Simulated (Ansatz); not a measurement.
## One atom moved over a plane in BN

Computed with Ansatz 0.2.0, DFT r2SCAN, scalar-relativistic, plane waves, PAW. Settings: plane waves to 500 eV, k-mesh 12×12×12 (Γ-centred), Gaussian smearing 0.05 eV. No spin polarisation. Energies are free energies at this smearing, counted from the undisturbed cell; pressure is positive in compression.

The starting cell (as given, not relaxed at this level; it stands at -0.5 GPa; this form isn't the usual structure):

```
CELL_PARAMETERS angstrom
0.00000 3.49532 2.16609
1.25163 0.00000 2.16609
1.25163 3.49532 0.00000
ATOMIC_POSITIONS crystal
B 0.00005 0.00005 0.99995
N 0.66665 0.66665 0.33335
```

The cell holds layers and no dispersion correction was added, so their binding is poorly described.

Atom 2 (N) is moved by p along (0.707, 0.707, 0.000) and q along (0.000, 0.000, 1.000) (Å), all else fixed. Points are written (p, q).

Energy above the undisturbed cell in eV/cell (a dash: not computed):

| p \ q | -0.600 | -0.300 | 0.000 | 0.300 | 0.600 |
| --- | --- | --- | --- | --- | --- |
| -0.600 | 13.16 | 8.55 | 3.91 | ? | 7.79 |
| -0.300 | ? | 3.35 | 1.18 | 2.69 | 15.17 |
| 0.000 | ? | 1.29 | 0.00 | 2.70 | 20.17 |
| 0.300 | ? | 3.35 | 1.18 | 2.69 | 15.17 |
| 0.600 | 13.16 | 8.55 | 3.91 | ? | 7.79 |

Q: Fill in the withheld energies.

A: (-0.600, 0.300): 3.05; (-0.300, -0.600): 5.55; (0.000, -0.600): 2.81; (0.300, -0.600): 5.55; (0.600, 0.300): 3.05.